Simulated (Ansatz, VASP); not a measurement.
Sn in VASP and in Ansatz

```
CELL_PARAMETERS angstrom
1.60113 -4.87108 0.00000
1.60113 4.87108 0.00000
0.00000 0.00000 3.73941
ATOMIC_POSITIONS crystal
Sn 0.86271 0.13729 0.25000
Sn 0.13729 0.86271 0.75000
```

Alike in both runs: functional PBE; k mesh 6 × 6 × 6; occupations gaussian, width 0.1 eV; no spin polarisation.

Ansatz relaxed the structure, and its values are those at the end. VASP's run is a single point on that final structure, the one shown.

|  | VASP | Ansatz |
| --- | --- | --- |
| version | VASP 6.6.1 | Ansatz 0.2.0 |
| potentials or method | VASP PAW PBE potentials, release 64 (Sn_d) | scalar-relativistic, plane waves, PAW |
| plane-wave cutoff (eV) | 520 | 420 |
| valence electrons in the cell | 28 | 28 |

|  | VASP | Ansatz | Ansatz less VASP |
| --- | --- | --- | --- |
| gap on the k mesh at the Fermi level (eV) | none | none | - |
| pressure (GPa) | -0.1 | -0.1 | +0.06 |
| rms of the force components (eV/Å) | 0.005 | 0.005 | -0.0002 |

A gap of «none» marks a metal or a gap that the smearing closes. With one functional, cell and mesh, what is left measures potentials, basis and numerics.
